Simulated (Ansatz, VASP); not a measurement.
**One calculation of Al3GaN4, two programs**

```
CELL_PARAMETERS angstrom
4.53920 0.00000 0.00000
0.00000 4.53920 0.00000
0.00000 0.00000 4.53920
ATOMIC_POSITIONS crystal
Al 0.50000 0.50000 0.00000
Al 0.50000 0.00000 0.50000
Al 0.00000 0.50000 0.50000
Ga 0.00000 0.00000 0.00000
N 0.74471 0.74471 0.25529
N 0.74471 0.25529 0.74471
N 0.25529 0.74471 0.74471
N 0.25529 0.25529 0.25529
```

Change from the starting cell: equal strain along all axes, cell held, atoms relaxed: +3.0 %.

Alike in both runs: task relaxation of the atoms; functional PBEsol; k mesh 6 × 6 × 6; occupations gaussian, width 0.02 eV; no spin polarisation.

|  | VASP | Ansatz |
| --- | --- | --- |
| version | VASP 6.6.1 | Ansatz 0.2.0 |
| potentials or method | VASP PAW PBE potentials, release 64 (Al, Ga_d, N) | scalar-relativistic, plane waves, PAW |
| plane-wave cutoff (eV) | 520 | 420 |
| valence electrons in the cell | 42 | 42 |

VASP gave:

- gap on the k mesh at the Fermi level, each at its own relaxed structure (eV): 2.74

Q: Which values does Ansatz return?

A: gap on the k mesh at the Fermi level, each at its own relaxed structure (eV): 2.72.

Ansatz warned: «stress_scf_threshold_loose».

Caveats: the relaxation stopped at its first step, so nothing moved.
